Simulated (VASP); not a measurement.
InP: relaxation of cell and atoms with r2SCAN

InP:

```
CELL_PARAMETERS angstrom
0.00000 2.93050 2.93050
2.93050 0.00000 2.93050
2.93050 2.93050 0.00000
ATOMIC_POSITIONS crystal
In 0.00000 0.00000 0.00000
P 0.25000 0.25000 0.25000
```

| Item | Value |
| --- | --- |
| Program | VASP 6.6.1 |
| Task | relaxation of cell and atoms |
| Functional | r2SCAN |
| Potentials or basis | VASP PAW PBE potentials, release 64 (In_d, P) |
| Cutoff | 600 eV |
| k mesh | 8 × 8 × 8 |
| Occupations | gaussian, width 0.02 eV |
| Spin | no spin polarisation |
| Dipole correction | no |
| Further INCAR settings | ALGO = Normal; EDIFF = 1e-07; IBRION = 2; EDIFFG = -0.005; NSW = 100; ISIF = 3 |

```json
{
 "Relaxed volume": "25.73 Å³/atom",
 "Relaxed cell": "a = 4.175 Å, b = 4.175 Å, c = 4.175 Å, α = 60.00°, β = 60.00°, γ = 60.00°",
 "Space group after relaxing (to 0.05 Å)": "F-43m (No. 216)",
 "Energy gained by relaxing": "2.8 meV/atom",
 "Ionic steps": "3",
 "Pressure after relaxing": "0.0 GPa",
 "Band gap on the k mesh": "1.04 eV, direct"
}
```

The path:
```tsv
step	energy change (eV)	largest force (eV/Å)	pressure (GPa)	volume (Å³)
1	0.0000	0.0000	1.60	50.33
2	-0.0033	0.0000	-0.90	52.19
3	-0.0055	0.0000	0.01	51.46
```

Final structure:
```
In P
1.0
     0.00000    2.95216    2.95216
     2.95216    0.00000    2.95216
     2.95216    2.95216    0.00000
In P
1 1
Direct
  0.00000 0.00000 0.00000
  0.25000 0.25000 0.25000
```

Levels at points of the mesh, in eV from the valence-band top:
| k point | band 7 | band 8 | band 9 | band 10 | band 11 | band 12 |
| --- | --- | --- | --- | --- | --- | --- |
| (0.00, 0.00, 0.00) | 0.00 | 0.00 | 0.00 | 1.04 | 4.44 | 4.44 |
| (0.50, 0.00, 0.00) | -5.76 | -0.98 | -0.98 | 1.81 | 5.16 | 5.16 |
| (0.50, 0.50, 0.00) | -5.78 | -2.33 | -2.33 | 2.04 | 2.55 | 9.74 |

It took 3.9 min on 1 thread of Intel(R) Xeon(R) Platinum 8488C (Sapphire Rapids), on a shared host, peak memory 0.23 GiB.

Caveat: the PAW data sets were made with another functional, which shifts forces and pressure a little; spin-orbit coupling is left out, which moves the levels of the heavy elements. r2SCAN opens gaps a little over a GGA but as a rule still falls short of measured ones.
